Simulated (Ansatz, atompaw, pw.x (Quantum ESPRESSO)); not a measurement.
## pw.x on sc P: one setting changed

Potential: PAW, atompaw 4.2.0.5, PBE; core [Ne], reference 3s2 3p3; waves: 3s (bound): rc 1.95 bohr; 3s channel at 0.05 Ry: rc 1.40 bohr; 3p (bound): rc 1.95 bohr; 3p channel at 2.65 Ry: rc 1.95 bohr; 3d channel at 0.05 Ry: rc 1.90 bohr; 3d channel at 1.45 Ry: rc 1.90 bohr; local part: troulliermartins scheme with l = 3 at 0 Ry, radius 1.95 bohr; core correction: smooth core density matched at 1.00 bohr; augmentation: sinc compensation charge, radius 1.70 bohr; PAW radius 1.95 bohr; waves and projectors: custom polynom2 7 10 vanderbiltortho.

The reference run (k-mesh 13³, cutoffs 40/400 Ry, Fermi–Dirac 0.01 Ry, mixing_beta 0.4, conv_thr 1e-9, no spin) gives 0.26 GPa at 14.621 Å³/atom, where all-electron LAPW gives 0.27 GPa. This run, with its own iteration cap, changes ecutrho/ecutwfc to 2.

```
&control
  calculation='scf', prefix='x', pseudo_dir='./', outdir='./tmp', tstress=.true., disk_io='none'
/
&system
  ibrav=0, nat=1, ntyp=1, ecutwfc=40, ecutrho=80, nbnd=9,
  occupations='smearing', smearing='fd', degauss=0.01
/
&electrons
  conv_thr=1e-09, mixing_beta=0.4, electron_maxstep=50
/
ATOMIC_SPECIES
P 1.0 P.UPF
CELL_PARAMETERS angstrom
  2.44526365 0.00000000 0.00000000
  0.00000000 2.44526365 0.00000000
  0.00000000 0.00000000 2.44526365
ATOMIC_POSITIONS crystal
P 0.0000 0.0000 0.0000
K_POINTS automatic
13 13 13 0 0 0
```

```bash
pw.x < P.scf.in > P.scf.out
```

Problem. How does the run end?

Solution. It converges in 6 iterations; the free energy moves by -1.1 meV/atom and the pressure by +1.71 GPa. Below 4 the density is truncated and F is no longer variational, so a small shift in one case is no licence.

```
Message from routine set_cutoff:
     ecutrho < 4*ecutwfc, are you sure?
     Message from routine setup:
     using ibrav=0 with symmetry is DISCOURAGED, use correct ibrav instead
     lattice parameter (alat)  =       4.6209  a.u.
     unit-cell volume          =      98.6674 (a.u.)^3
     number of electrons       =         5.00
     number of Kohn-Sham states=            9
     kinetic-energy cutoff     =      40.0000  Ry
     charge density cutoff     =      80.0000  Ry
     scf convergence threshold =      1.0E-09
     Exchange-correlation= SLA PW PBX PBC
     number of k points=    84  Fermi-Dirac smearing, width (Ry)=  0.0100
     negative rho (up, down):  3.597E-04 0.000E+00
     iteration #  1     ecut=    40.00 Ry     beta= 0.40
     negative rho (up, down):  3.609E-04 0.000E+00
     total energy              =     -55.53001353 Ry
     estimated scf accuracy    <       0.00519268 Ry
     iteration #  2     ecut=    40.00 Ry     beta= 0.40
     negative rho (up, down):  3.604E-04 0.000E+00
     total energy              =     -55.52919021 Ry
     estimated scf accuracy    <       0.00188248 Ry
     iteration #  3     ecut=    40.00 Ry     beta= 0.40
     negative rho (up, down):  3.615E-04 0.000E+00
     total energy              =     -55.52924641 Ry
     estimated scf accuracy    <       0.00001604 Ry
     iteration #  4     ecut=    40.00 Ry     beta= 0.40
     negative rho (up, down):  3.627E-04 0.000E+00
     total energy              =     -55.52924960 Ry
     estimated scf accuracy    <       0.00000230 Ry
     iteration #  5     ecut=    40.00 Ry     beta= 0.40
     negative rho (up, down):  3.663E-04 0.000E+00
     total energy              =     -55.52924997 Ry
     estimated scf accuracy    <       0.00000005 Ry
     iteration #  6     ecut=    40.00 Ry     beta= 0.40
     negative rho (up, down):  3.665E-04 0.000E+00
     the Fermi energy is    11.0499 ev
!    total energy              =     -55.52924998 Ry
     estimated scf accuracy    <          4.9E-10 Ry
     smearing contrib. (-TS)   =      -0.00128704 Ry
     convergence has been achieved in   6 iterations
     negative rho (up, down):  3.665E-04 0.000E+00
          total   stress  (Ry/bohr**3)                   (kbar)     P=       19.78
     Message from routine punch:
     Nothing written, as per user request (disk_io='none')
```

The run took about 2.6 s on one core of a shared host (Intel(R) Xeon(R) 6975P-C, 192 threads, 378 GiB, load 75).
